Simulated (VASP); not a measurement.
# Pb: intraband terms of a metal's spectrum

Pb, C2/m (no. 12), 2 atoms in the cell. PBE, independent-particle dielectric function; PAW potentials Pb_d (PBE set).

## Input

INCAR.step1:
```
PREC     = Accurate       # precision mode
ENCUT    = 280            # plane-wave cutoff, eV
ISMEAR   = 1              # smearing method
SIGMA    = 0.1            # smearing width, eV
EDIFF    = 1E-7           # SCF threshold, eV
LASPH    = True           # aspherical terms in the spheres
KPAR     = 4            
LWAVE    = False          # write WAVECAR
LCHARG   = True           # write CHGCAR
LMAXMIX  = 4              # l up to which the mixer works
```

INCAR.step2:
```
PREC     = Accurate       # precision mode
ENCUT    = 280            # plane-wave cutoff, eV
ISMEAR   = 0              # smearing method
SIGMA    = 0.3            # smearing width, eV
EDIFF    = 1E-6           # SCF threshold, eV
LASPH    = True           # aspherical terms in the spheres
KPAR     = 4            
LWAVE    = True           # write WAVECAR
LCHARG   = False          # write CHGCAR
LMAXMIX  = 4              # l up to which the mixer works
ICHARG   = 11             # starting density
NBANDS   = 32             # bands
NEDOS    = 3000           # points of the DOS
OMEGAMAX = 30           
CSHIFT   = 0.1           
```

INCAR.step3, as INCAR.step2 but for:
```
- LWAVE = True
+ LWAVE = False
+ LOPTICS = True
+ ALGO = None
+ NELM = 1
+ ISTART = 1
```

INCAR.step4, as INCAR.step3 but for:
```
+ WPLASMAI = 0.03
```

INCAR.step5 to INCAR.step6 change the same tag again: WPLASMAI = 0.1, 0.3.

INCAR.step7, as INCAR.step6 but for:
```
- WPLASMAI = 0.3
+ RTIME = 5
```

INCAR.step8, as INCAR.step7 but for:
```
- RTIME = 5
+ RTIME = 40
```

INCAR.step9, as INCAR.step8 but for:
```
- RTIME = 40
+ LNABLA = True
```

INCAR.step10, as INCAR.step9 but for:
```
- ISMEAR = 0
- LNABLA = True
+ ISMEAR = -5
```

KPOINTS.step1:
```
k-points
0
Gamma
  9 9 5
```

KPOINTS.step2:
```
k-points
0
Gamma
  10 10 5
```

POSCAR:
```
Pb
1.0
    3.0386068135     -1.7503199600      0.0000000000
    3.0386068135      1.7503199600      0.0000000000
   -2.1154626375      0.0000000000      6.0952248674
Pb
2
Direct
    0.9085084100      0.9085084100      0.7262922000
    0.0914915900      0.0914915900      0.2737078000
```

Commands (each step's output is kept before the next begins):
```
cat potpaw_PBE.64/Pb_d/POTCAR > POTCAR
cp INCAR.step1 INCAR
cp KPOINTS.step1 KPOINTS
mpirun -np 4 vasp_std > vasp.out
cp INCAR.step2 INCAR
cp KPOINTS.step2 KPOINTS
mpirun -np 4 vasp_std > vasp.out
cp INCAR.step3 INCAR
mpirun -np 4 vasp_std > vasp.out
cp INCAR.step4 INCAR
mpirun -np 4 vasp_std > vasp.out
cp INCAR.step5 INCAR
mpirun -np 4 vasp_std > vasp.out
cp INCAR.step6 INCAR
mpirun -np 4 vasp_std > vasp.out
cp INCAR.step7 INCAR
mpirun -np 4 vasp_std > vasp.out
cp INCAR.step8 INCAR
mpirun -np 4 vasp_std > vasp.out
cp INCAR.step9 INCAR
mpirun -np 4 vasp_std > vasp.out
cp INCAR.step10 INCAR
mpirun -np 4 vasp_std > vasp.out
```

## Result

- Bands: 32

One ground state, settings moved in the last step alone:

| Settings | Plasma frequency (eV) | Im ε at 0.5 eV | Im ε at 1 eV | Im ε at 2 eV | Im ε at 4 eV | Time (s) |
|---|---|---|---|---|---|---|
| interband part alone | 8.20 | 26.2 | 52.9 | 20.7 | 4.4 | 10 |
| Drude term, WPLASMAI 0.03 | 8.20 | 42.2 | 54.9 | 21.0 | 4.4 | 11 |
| Drude term, WPLASMAI 0.1 | 8.20 | 77.9 | 59.6 | 21.6 | 4.5 | 10 |
| Drude term, WPLASMAI 0.3 | 8.20 | 144.8 | 71.4 | 23.2 | 4.7 | 10 |
| relaxation time RTIME 5 fs | 8.20 | 92.4 | 61.6 | 21.8 | 4.5 | 10 |
| relaxation time RTIME 40 fs | 8.20 | 35.0 | 54.0 | 20.9 | 4.4 | 11 |
| transversal form (LNABLA) | 8.25 | 26.4 | 53.6 | 20.9 | 4.4 | 10 |
| tetrahedron method | – | – | – | – | – | no result |

Limits: Spin-orbit coupling is left out, which can matter with atoms this heavy.

VASP 6.6.1 took 101 s on 4 cores (Intel Xeon Platinum 8259CL @ 2.50GHz (Skylake/Cascade Lake)), a shared host.
